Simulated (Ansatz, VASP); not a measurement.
# One calculation of Nb, two programs

```
Nb
1.0
    -1.63336    1.63336    1.63336
     1.63336   -1.63336    1.63336
     1.63336    1.63336   -1.63336
Nb
1
Direct
  0.00000 0.00000 0.00000
```

Alike in both runs: functional PBE; dispersion D3(BJ); k mesh 18 × 18 × 18; occupations gaussian, width 0.1 eV; no spin polarisation.

Ansatz relaxed the structure, and its values are those at the end. VASP's run is a single point on that final structure, the one shown.

```csv
,VASP,Ansatz
version,VASP 6.6.1,Ansatz 0.2.0
potentials or method,"VASP PAW PBE potentials, release 64 (Nb_sv)","scalar-relativistic, plane waves, PAW"
plane-wave cutoff (eV),520,420
valence electrons in the cell,13,13
```

|  | VASP | Ansatz | Ansatz less VASP |
| --- | --- | --- | --- |
| gap on the k mesh at the Fermi level (eV) | none | none | - |
| pressure (GPa) | -0.3 | 0.0 | +0.33 |

A gap of «none» marks a metal or a gap that the smearing closes.

Caveats: pairwise dispersion overbinds metals, which lowers pressure and volume.
